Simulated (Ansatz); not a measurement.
# Fe (omega (AlB2-type)): energy against volume

These are results of Ansatz, DFT, revPBE, plane waves (420 eV) with PAW, scalar-relativistic, not measurements. (PAW data from PBE, frozen cores regenerated.)

The cell is scaled uniformly from the relaxed one, with fractional coordinates and shape fixed. Energies are extrapolated to zero smearing, pressures are those at the given smearing. Magnetic state: spin not included. It is not the lowest magnetic state of this structure.

A Birch-Murnaghan fit gives V₀ = 10.56 Å³/atom, B₀ = 264 GPa, B₀′ = 4.6.

**Question.** What are the energy above the minimum and the pressure at 9.317 Å³/atom?

**Answer.** 152.0 meV/atom and 44.66 GPa as computed.

**Question.** What are the energy above the minimum and the pressure at 9.740 Å³/atom?

**Answer.** 60.8 meV/atom and 26.30 GPa as computed.

**Question.** What are the energy above the minimum and the pressure at 11.434 Å³/atom?

**Answer.** 51.5 meV/atom and -16.81 GPa as computed.
